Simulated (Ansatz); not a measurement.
# GaP: pressure up to the limit of the methods, part 2 of 2

How does GaP (rocksalt type) answer strong compression? The runs shown use PAW. Its runs: cell relaxed at zero pressure (PAW); volume scaled by 1 (PAW); volume scaled by 0.94 (PAW); volume scaled by 0.88 (PAW and PAW (cutoff 800 eV)); volume scaled by 0.8 (PAW); volume scaled by 0.72 (PAW); volume scaled by 0.64 (PAW); volume scaled by 0.55 (PAW and PAW (partial_waves polarizable)).

Ansatz 0.2.0; DFT LDA; a cell built from a prototype (rocksalt type), not taken from measurement. The steps go on from the part before.

### 9 Volume scaled by 0.72, PAW

Contents of input.yaml:

```yaml
crystal:
  lattice:
    - [0.0, 2.263445154, 2.263445154]
    - [2.263445154, 0.0, 2.263445154]
    - [2.263445154, 2.263445154, 0.0]
  atoms:
    - { symbol: Ga, position: [0.0, 0.0, 0.0] }
    - { symbol: P, position: [0.5, 0.5, 0.5] }
kpoints:
  mp_grid: { grid: [14, 14, 14] }
scf:
  occupations: { method: fermi_dirac, width: 0.1 }
hamiltonian:
  xc: lda
  pseudopotentials: { kind: paw }
output:
  forces: true
  stress: true
  eigenvalues: true
  populations: true
  write_density: true
  write_potential: true
  elf: true
  volumetric_format: npy
```

Command:

```
$ ansatz run input.yaml --threads 1 --pin off --max-ram 2048MiB --backend cpu --events-out ev --progress --plain --runs-dir out
```

Log (excerpt; [...] marks lines left out):

```text
[...]
Pseudopotentials: kind: paw
Pseudopotential: Ga, paw, valence charge 13, recommended cutoff 420 eV (normal)
Pseudopotential: P, paw, valence charge 5, recommended cutoff 420 eV (normal)
Functional definition: SPW92
[...]
Crystal: 2 atoms, lattice volume = 23.192 Å³
Basis set: ecut = 420 eV, 459 PW (Γ)
Bands: 13, of which v1, the nominal top of the filled ones, is band 9 counted from 1 (8 counted from 0)
Symmetry: 48 space group operations
Space group: Fm-3m (ITA 225), of the structure as read, at distance tolerance 2.9e-5 Å
k-points: 104 of 2744
[...]
SCF iter   1: F=—  HF=-4431.603231 eV  |F-HF|=—  |Δ(HF+E_count)|=         —  Δρ=1.46e-2  dr2=1.93e-2  ethr=1.77e-3  ⟨swp⟩=5.6  Hψ=8139  notcnv=0
[...]
SCF iter   6: F=-4431.596317 eV  HF=-4431.596317 eV  |F-HF|=4.01e-8  |Δ(HF+E_count)|=   6.18e-7  Δρ=2.00e-5  dr2=6.23e-8  ethr=5.56e-10  ⟨swp⟩=9.1  Hψ=10054  notcnv=0
[...]
SCF converged after 6 iterations
Free energy (F): -4431.596317 eV
[...]
E sigma→0 (E₀):  -4431.584303 eV
Entropy (-TS):   -0.024029 eV (-12.014 meV/atom)
Fermi energy:    15.883646 eV
[...]
--- Forces (eV/Å), atoms counted from 1 ---
  atom   1  Ga    -0.00000000     0.00000000     0.00000000
  atom   2  P      0.00000000    -0.00000000     0.00000000
[...]
--- Stress (GPa, compression-positive) ---
       71.215501      -0.000000       0.000000
       -0.000000      71.215501      -0.000000
       -0.000000      -0.000000      71.215501
  P = ⅓ Tr σ = 71.2155 GPa (712.155 kbar)
--- Band table (eV; the first three rows and the last of 104) ---
  k-point 0: bands = ["-1.3991", "0.0988", "0.0988", "0.1505", "0.1505", "0.1505", "15.7600", "15.7600", "15.7600", "22.1670", "22.5480", "22.5480", "22.5480"]
[...]
--- Löwdin populations: 2 sites ---
  site symbol       q [e]
     0     Ga     13.0855
     1      P      4.8219
  spilling = 0.005141 (of n_electrons = 18.000000)
```

It took 3.5 s on 1 thread of Arm Neoverse V1, shared host; peak memory 0.31 GiB.

This run gives: pressure 71.22 GPa; no gap.

The fields are shown in the conventional cell of this run's space group, carried over from its grid by interpolation.

Density in a lattice plane of the grid's cell (edges 4.53 and 4.53 Å, at 0.000 of the third edge), which holds Ga and P.

Ten even steps from '0' (0.06 e/Å³) to '9' (52.19 e/Å³):
```
531000000000000000000014
110000000000000000000001
000000000000000000000000
000000000000000000000000
000000000000000000000000
000000000000000000000000
000000000000000000000000
000000000001110000000000
000000000013541000000000
000000000026962000000000
000000000014531000000000
000000000001110000000000
000000000000000000000000
000000000000000000000000
000000000000000000000000
000000000000000000000000
000000000000000000000000
110000000000000000000001
541000000000000000000013
962000000000000000000026
```
Columns run along the first of these edges and rows up along the second, over one cell in 24 and 20 even steps from the bottom left corner. Atoms in the plane (fractional): Ga at (0.00, 0.00), Ga at (0.50, 0.50), P at (0.00, 0.50), P at (0.50, 0.00).

ELF in the same plane.

Ten even steps from ' ' (0.00) to '@' (0.84):
```
      ::--==##@@@@##::      ::##@@@@##==--::    
  ....::--==**%%@@%%**==--==**%%@@%%**==--::....
::::--------++**%%%%@@%%%%%%@@%%%%**++--------::
======--------==**##@@@@@@@@@@##**==--------====
####**++==--::--==++**######**++==--::--==++**##
@@@@@@##**==--------==========--------==**##@@@@
%%%%@@%%%%**++--------::::::--------++**%%%%@@%%
--==**%%@@%%**==--::....  ....::--==**%%@@%%**==
    ::##@@@@##==--::          ::--==##@@@@##::  
      ##@@@@##==--..  ..**..  ..--==##@@@@##    
    ::##@@@@##==--::          ::--==##@@@@##::  
--==**%%@@%%**==--::....  ....::--==**%%@@%%**==
%%%%@@%%%%**++--------::::::--------++**%%%%@@%%
@@@@@@##**==--------==========--------==**##@@@@
####**++==--::--==++**######**++==--::--==++**##
======--------==**##@@@@@@@@@@##**==--------====
::::--------++**%%%%@@%%%%%%@@%%%%**++--------::
  ....::--==**%%@@%%**==--==**%%@@%%**==--::....
      ::--==##@@@@##::      ::##@@@@##==--::    
**..  ..--==##@@@@##          ##@@@@##==--..  ..
```
Columns run along the first of these edges and rows up along the second, over one cell in 24 and 20 even steps from the bottom left corner. Atoms in the plane (fractional): Ga at (0.00, 0.00), Ga at (0.50, 0.50), P at (0.00, 0.50), P at (0.50, 0.00).

Both are smooth fields of the valence electrons: close to the nuclei they are not physical.

Maxima of ELF outside the ion cores: 0.84 on the P–Ga line, 0.8 Å from P.

### 10 Volume scaled by 0.64, PAW

input.yaml, as its differences from that of step 9:

```diff
@@ -2,5 +2,5 @@
   lattice:
-    - [0.0, 2.263445154, 2.263445154]
-    - [2.263445154, 0.0, 2.263445154]
-    - [2.263445154, 2.263445154, 0.0]
+    - [0.0, 2.1763018671, 2.1763018671]
+    - [2.1763018671, 0.0, 2.1763018671]
+    - [2.1763018671, 2.1763018671, 0.0]
   atoms:
```

Command:

```
$ ansatz run input.yaml --threads 1 --pin off --max-ram 2048MiB --backend cpu --events-out ev --progress --plain --runs-dir out
```

Log (excerpt; [...] marks lines left out):

```text
[...]
[... 4 set-up lines as earlier in the session ...]
[...]
Crystal: 2 atoms, lattice volume = 20.615 Å³
Basis set: ecut = 420 eV, 411 PW (Γ)
Bands: 13, of which v1, the nominal top of the filled ones, is band 9 counted from 1 (8 counted from 0)
[... 1 set-up line as earlier in the session ...]
Space group: Fm-3m (ITA 225), of the structure as read, at distance tolerance 2.7e-5 Å
k-points: 104 of 2744
[...]
SCF iter   1: F=—  HF=-4430.066452 eV  |F-HF|=—  |Δ(HF+E_count)|=         —  Δρ=1.82e-2  dr2=2.29e-2  ethr=1.77e-3  ⟨swp⟩=5.8  Hψ=8350  notcnv=0
[...]
SCF iter   6: F=-4430.057942 eV  HF=-4430.057942 eV  |F-HF|=1.42e-8  |Δ(HF+E_count)|=   2.00e-6  Δρ=1.74e-5  dr2=3.60e-8  ethr=5.56e-10  ⟨swp⟩=9.3  Hψ=9886  notcnv=0
[...]
SCF converged after 6 iterations
Free energy (F): -4430.057942 eV
[...]
E sigma→0 (E₀):  -4430.046166 eV
Entropy (-TS):   -0.023551 eV (-11.775 meV/atom)
Fermi energy:    18.510126 eV
[...]
--- Forces (eV/Å), atoms counted from 1 ---
  atom   1  Ga    -0.00000000     0.00000000    -0.00000000
  atom   2  P      0.00000000    -0.00000000     0.00000000
[...]
--- Stress (GPa, compression-positive) ---
      124.507523       0.000000       0.000000
       -0.000000     124.507523      -0.000000
        0.000000      -0.000000     124.507523
  P = ⅓ Tr σ = 124.5075 GPa (1245.075 kbar)
--- Band table (eV; the first three rows and the last of 104) ---
  k-point 0: bands = ["-0.3443", "2.1315", "2.1315", "2.1918", "2.1918", "2.1918", "18.3352", "18.3352", "18.3352", "24.9528", "24.9528", "24.9528", "26.7930"]
[...]
--- Löwdin populations: 2 sites ---
  site symbol       q [e]
     0     Ga     13.1078
     1      P      4.7825
  spilling = 0.006098 (of n_electrons = 18.000000)
```

It took 3.4 s on 1 thread of Arm Neoverse V1, shared host; peak memory 0.3 GiB.

Result: pressure 124.51 GPa; no gap.

The fields are shown in the conventional cell of this run's space group, carried over from its grid by interpolation.

Density in a lattice plane of the grid's cell (edges 4.35 and 4.35 Å, at 0.000 of the third edge), which holds Ga and P.

Ten even steps from '0' (0.03 e/Å³) to '9' (52.03 e/Å³):
```
541000000000000000000014
110000000000000000000001
000000000000000000000000
000000000000000000000000
000000000000000000000000
000000000000000000000000
000000000000000000000000
000000000001110000000000
000000000014541000000000
000000000026962000000000
000000000014541000000000
000000000001110000000000
000000000000000000000000
000000000000000000000000
000000000000000000000000
000000000000000000000000
000000000000000000000000
110000000000000000000001
541000000000000000000014
962000000000000000000026
```
Columns run along the first of these edges and rows up along the second, over one cell in 24 and 20 even steps from the bottom left corner. Atoms in the plane (fractional): Ga at (0.00, 0.00), Ga at (0.50, 0.50), P at (0.00, 0.50), P at (0.50, 0.00).

ELF in the same plane.

Ten even steps from '0' (0.00) to '9' (0.80):
```
000235799720002799753200
011234689863236898643211
223334578998899987543332
444433456899999865433444
777653335677777653335677
999865433444444433456899
889987543332223334578999
236898643211011234689863
002799753200000235799720
001699753101610135799610
002799753200000235799720
236898643211011234689863
899987543332223334578998
999865433444444433456899
777653335677777653335677
444433456899999865433444
223334578999889987543332
011234689863236898643211
000235799720002799753200
610135799610001699753101
```
Columns run along the first of these edges and rows up along the second, over one cell in 24 and 20 even steps from the bottom left corner. Atoms in the plane (fractional): Ga at (0.00, 0.00), Ga at (0.50, 0.50), P at (0.00, 0.50), P at (0.50, 0.00).

Both are smooth fields of the valence electrons: close to the nuclei they are not physical.

The highest ELF values outside the cores: 0.84 on the P–Ga line, 0.8 Å from P.

### 11 Volume scaled by 0.55, PAW

Contents of input.yaml:

```yaml
crystal:
  lattice:
    - [0.0, 2.0690931352, 2.0690931352]
    - [2.0690931352, 0.0, 2.0690931352]
    - [2.0690931352, 2.0690931352, 0.0]
  atoms:
    - { symbol: Ga, position: [0.0, 0.0, 0.0] }
    - { symbol: P, position: [0.5, 0.5, 0.5] }
kpoints:
  mp_grid: { grid: [14, 14, 14] }
  band_path:
    path:
      - [0.0, 0.0, 0.0]
      - [0.5, 0.0, 0.5]
      - [0.625, 0.25, 0.625]
      - [0.375, 0.375, 0.75]
      - [0.0, 0.0, 0.0]
      - [0.5, 0.5, 0.5]
      - [0.5, 0.25, 0.75]
      - [0.5, 0.0, 0.5]
    npoints: 8
scf:
  occupations: { method: fermi_dirac, width: 0.1 }
hamiltonian:
  xc: lda
  pseudopotentials: { kind: paw }
output:
  forces: true
  stress: true
  eigenvalues: true
  populations: true
  dos: { projected: true, de: 0.2, e_range: [-14, 8] }
  write_density: true
  write_potential: true
  elf: true
  volumetric_format: npy
```

Command:

```
$ ansatz run input.yaml --threads 1 --pin off --max-ram 2048MiB --backend cpu --events-out ev --progress --plain --runs-dir out
```

Log (excerpt; [...] marks lines left out):

```text
[...]
[... 4 set-up lines as earlier in the session ...]
[...]
Crystal: 2 atoms, lattice volume = 17.716 Å³
Basis set: ecut = 420 eV, 331 PW (Γ)
Bands: 13, of which v1, the nominal top of the filled ones, is band 9 counted from 1 (8 counted from 0)
[... 1 set-up line as earlier in the session ...]
Space group: Fm-3m (ITA 225), of the structure as read, at distance tolerance 2.6e-5 Å
k-points: 104 of 2744
[...]
SCF iter   1: F=—  HF=-4426.967482 eV  |F-HF|=—  |Δ(HF+E_count)|=         —  Δρ=2.38e-2  dr2=3.21e-2  ethr=1.77e-3  ⟨swp⟩=5.9  Hψ=8457  notcnv=0
[...]
SCF iter   6: F=-4426.953535 eV  HF=-4426.953535 eV  |F-HF|=5.21e-9  |Δ(HF+E_count)|=   1.30e-6  Δρ=1.09e-5  dr2=7.96e-9  ethr=5.56e-10  ⟨swp⟩=9.8  Hψ=10274  notcnv=0
[...]
NSCF: frozen V_eff on 57 k-points
SCF converged after 6 iterations
Free energy (F): -4426.953535 eV
[...]
E sigma→0 (E₀):  -4426.941669 eV
Entropy (-TS):   -0.023732 eV (-11.866 meV/atom)
Fermi energy:    22.344806 eV
[...]
--- Forces (eV/Å), atoms counted from 1 ---
  atom   1  Ga    -0.00000000     0.00000000    -0.00000000
  atom   2  P      0.00000000     0.00000000     0.00000000
[...]
--- Stress (GPa, compression-positive) ---
      229.240731      -0.000000       0.000000
        0.000000     229.240731      -0.000000
        0.000000       0.000000     229.240731
  P = ⅓ Tr σ = 229.2407 GPa (2292.407 kbar)
--- Band table (eV; the first three rows and the last of 104) ---
  k-point 0: bands = ["1.2174", "4.9450", "4.9450", "5.0139", "5.0139", "5.0139", "22.1077", "22.1077", "22.1077", "28.4300", "28.4300", "28.4300", "32.4663"]
[...]
--- Löwdin populations: 2 sites ---
  site symbol       q [e]
     0     Ga     13.1308
     1      P      4.7288
  spilling = 0.007801 (of n_electrons = 18.000000)
```

It took 2.9 s on 1 thread of Arm Neoverse V1, shared host; peak memory 0.29 GiB.

Result: pressure 229.24 GPa; no gap.

At the corners of the path (eV, zero at the Fermi level):

```tsv
point	band 6	band 7	band 8	band 9	band 10	band 11	band 12
Γ	-17.33	-0.24	-0.24	-0.24	6.09	6.09	6.09
X	-12.21	-11.42	-5.94	-5.94	-2.21	0.38	15.51
U	-11.49	-10.90	-10.33	-4.61	-0.29	5.75	10.27
K	-11.49	-10.90	-10.33	-4.61	-0.29	5.75	10.27
Γ	-17.33	-0.24	-0.24	-0.24	6.09	6.09	6.09
L	-15.46	-13.04	0.34	0.34	1.62	1.62	3.65
W	-10.61	-9.80	-9.80	-9.34	5.32	6.47	7.28
X	-12.21	-11.42	-5.94	-5.94	-2.21	0.38	15.51
```

States per cell, counted by energy window (eV from the Fermi level, on a grid of 0.20 eV):

```tsv
from	to	total	P 3p	Ga 4p	Ga 4s	P 3s
-10	-9	0.44	0.18	0.09	0.07	0.06
-9	-8	0.48	0.22	0.10	0.07	0.06
-8	-7	0.51	0.25	0.12	0.06	0.05
-7	-6	0.57	0.29	0.15	0.05	0.05
-6	-5	0.66	0.36	0.18	0.05	0.04
-5	-4	0.59	0.32	0.16	0.04	0.04
-4	-3	0.52	0.29	0.14	0.02	0.03
-3	-2	0.45	0.26	0.12	0.02	0.03
-2	-1	0.42	0.24	0.09	0.03	0.04
-1	0	0.49	0.26	0.08	0.06	0.05
0	1	0.54	0.23	0.10	0.08	0.06
1	2	0.51	0.07	0.17	0.08	0.06
2	3	0.72	0.11	0.27	0.08	0.06
3	4	0.64	0.11	0.20	0.06	0.04
4	5	0.76	0.12	0.21	0.04	0.07
```

The fields are shown in the conventional cell of this run's space group, carried over from its grid by interpolation.

Density in a lattice plane of the grid's cell (edges 4.14 and 4.14 Å, at 0.000 of the third edge), which holds Ga and P.

Values in e/Å³, 12 rows by 12 columns:
```
15.47  5.30  1.02  0.69  0.83  0.65  0.39  0.66  0.83  0.69  1.02  5.25
 1.59  1.02  0.55  0.46  0.62  0.83  0.91  0.83  0.62  0.46  0.56  1.02
 0.84  0.69  0.46  0.37  0.46  0.69  0.84  0.69  0.46  0.37  0.46  0.69
 0.91  0.83  0.62  0.46  0.55  1.02  1.59  1.02  0.56  0.46  0.62  0.83
 0.39  0.65  0.83  0.69  1.02  5.30 15.47  5.25  1.02  0.69  0.83  0.66
 0.07  0.39  0.91  0.84  1.59 15.47 51.88 15.47  1.59  0.84  0.91  0.39
 0.39  0.66  0.83  0.69  1.02  5.25 15.47  5.30  1.02  0.69  0.83  0.65
 0.91  0.83  0.62  0.46  0.56  1.02  1.59  1.02  0.55  0.46  0.62  0.83
 0.84  0.69  0.46  0.37  0.46  0.69  0.84  0.69  0.46  0.37  0.46  0.69
 1.59  1.02  0.56  0.46  0.62  0.83  0.91  0.83  0.62  0.46  0.55  1.02
15.47  5.25  1.02  0.69  0.83  0.66  0.39  0.65  0.83  0.69  1.02  5.30
51.88 15.47  1.59  0.84  0.91  0.39  0.07  0.39  0.91  0.84  1.59 15.47
```
Columns run along the first of these edges and rows up along the second, over one cell in 12 and 12 even steps from the bottom left corner. Atoms in the plane (fractional): Ga at (0.00, 0.00), Ga at (0.50, 0.50), P at (0.00, 0.50), P at (0.50, 0.00).

ELF in the same plane.

Ten even steps from ' ' (0.00) to '@' (0.79):
```
..    ..--++##@@@@**..      ..**@@@@##++--..    
  ....::--++##%%@@##++--::--++##@@%%##++--::....
::::------==++##%%%%%%%%%%%%%%%%%%##++==------::
++++++========++##%%@@@@@@@@@@%%##++========++++
%%####**++==--==++**####%%####**++==--==++**####
@@@@@@%%##++========++++++++++========++##%%@@@@
%%%%%%%%%%##++==------::::::------==++##%%%%%%%%
::--++##@@%%##++--::....  ....::--++##%%@@##++--
    ..**@@@@##++--..    ..    ..--++##@@@@**..  
      ++@@@@%%++--..  ..##..  ..--++%%@@@@++    
    ..**@@@@##++--..    ..    ..--++##@@@@**..  
::--++##@@%%##++--::....  ....::--++##%%@@##++--
%%%%%%%%%%##++==------::::::------==++##%%%%%%%%
@@@@@@%%##++========++++++++++========++##%%@@@@
%%####**++==--==++**####%%####**++==--==++**####
++++++========++##%%@@@@@@@@@@%%##++========++++
::::------==++##%%%%%%%%%%%%%%%%%%##++==------::
  ....::--++##%%@@##++--::--++##@@%%##++--::....
..    ..--++##@@@@**..      ..**@@@@##++--..    
##..  ..--++%%@@@@++          ++@@@@%%++--..  ..
```
Columns run along the first of these edges and rows up along the second, over one cell in 24 and 20 even steps from the bottom left corner. Atoms in the plane (fractional): Ga at (0.00, 0.00), Ga at (0.50, 0.50), P at (0.00, 0.50), P at (0.50, 0.00).

Both are smooth fields of the valence electrons: close to the nuclei they are not physical.

Outside the cores ELF peaks at 0.81 on the P–Ga line, 0.8 Å from P.

### 12 Volume scaled by 0.55, PAW (partial_waves polarizable)

Contents of input.yaml:

```yaml
crystal:
  lattice:
    - [0.0, 2.0690931352, 2.0690931352]
    - [2.0690931352, 0.0, 2.0690931352]
    - [2.0690931352, 2.0690931352, 0.0]
  atoms:
    - { symbol: Ga, position: [0.0, 0.0, 0.0] }
    - { symbol: P, position: [0.5, 0.5, 0.5] }
kpoints:
  mp_grid: { grid: [14, 14, 14] }
scf:
  occupations: { method: fermi_dirac, width: 0.1 }
hamiltonian:
  xc: lda
  pseudopotentials: { kind: paw, partial_waves: polarizable }
output:
  forces: true
  stress: true
  eigenvalues: true
```

Command:

```
$ ansatz run input.yaml --threads 1 --pin off --max-ram 2048MiB --backend cpu --events-out ev --progress --plain --runs-dir out
```

Log (excerpt; [...] marks lines left out):

```text
[...]
[... 4 set-up lines as earlier in the session ...]
[...]
Crystal: 2 atoms, lattice volume = 17.716 Å³
Basis set: ecut = 420 eV, 331 PW (Γ)
Bands: 13, of which v1, the nominal top of the filled ones, is band 9 counted from 1 (8 counted from 0)
[... 2 set-up lines as earlier in the session ...]
k-points: 104 of 2744
[...]
Partial waves of P: polarizable
Partial waves of Ga: polarizable
SCF iter   1: F=—  HF=-4426.967502 eV  |F-HF|=—  |Δ(HF+E_count)|=         —  Δρ=2.38e-2  dr2=3.21e-2  ethr=1.77e-3  ⟨swp⟩=5.9  Hψ=8457  notcnv=0
[...]
SCF iter   6: F=-4426.953557 eV  HF=-4426.953557 eV  |F-HF|=5.22e-9  |Δ(HF+E_count)|=   1.30e-6  Δρ=1.09e-5  dr2=7.96e-9  ethr=5.56e-10  ⟨swp⟩=6.2  Hψ=6860  notcnv=0
[...]
SCF converged after 6 iterations
Free energy (F): -4426.953557 eV
[...]
E sigma→0 (E₀):  -4426.941691 eV
Entropy (-TS):   -0.023732 eV (-11.866 meV/atom)
Fermi energy:    22.344824 eV
[...]
--- Forces (eV/Å), atoms counted from 1 ---
  atom   1  Ga    -0.00000000     0.00000000    -0.00000000
  atom   2  P      0.00000000     0.00000000     0.00000000
[...]
--- Stress (GPa, compression-positive) ---
      229.239230       0.000000      -0.000000
       -0.000000     229.239230       0.000000
       -0.000000      -0.000000     229.239230
  P = ⅓ Tr σ = 229.2392 GPa (2292.392 kbar)
--- Band table (eV; the first three rows and the last of 104) ---
  k-point 0: bands = ["1.2174", "4.9451", "4.9451", "5.0138", "5.0138", "5.0138", "22.1077", "22.1077", "22.1077", "28.4300", "28.4300", "28.4300", "32.4662"]
[...]
```

It took 1.9 s on 1 thread of Arm Neoverse V1, shared host; peak memory 0.33 GiB.

In short: pressure 229.24 GPa; no gap.

### 13 All runs together

| method | volume over the first | volume (Å³/atom) | pressure (GPa) | SCF cycles, all passes |
| --- | --- | --- | --- | --- |
| PAW | 1 | 16.106 | 0.02 | 8 |
| PAW | 0.94 | 15.139 | 7.44 | 7 |
| PAW | 0.88 | 14.173 | 17.82 | 6 |
| PAW | 0.8 | 12.884 | 38.45 | 6 |
| PAW | 0.72 | 11.596 | 71.22 | 6 |
| PAW | 0.64 | 10.308 | 124.51 | 6 |
| PAW | 0.55 | 8.858 | 229.24 | 6 |
| PAW (cutoff 800 eV) | 0.88 | 14.173 | 17.81 | 7 |
| PAW (partial_waves polarizable) | 0.55 | 8.858 | 229.24 | 6 |

### 14 Outcome

This closing draws on all 2 parts.

```
                                                      quantity      value
                            PAW pressure at 0.55 of the volume  229.2 GPa
PAW (partial_waves polarizable) pressure at 0.55 of the volume  229.2 GPa
                    fitted bulk modulus at zero pressure (PAW)    109 GPa
                                       its pressure derivative       4.18
```

**Reading.** By PAW the pressure climbs to 229 GPa at 0.55 of the first volume. One third-order Birch-Murnaghan curve follows these points (B₀ = 109 GPa, B′ = 4.18, misfit at most 0.57 GPa). A fit over so wide a range leans to the high pressures, so B₀ can be off by several per cent. No all-electron run checks these rows here, and frozen cores can fail under such compression. The ions are at rest, and the electrons smeared by 0.1 eV.
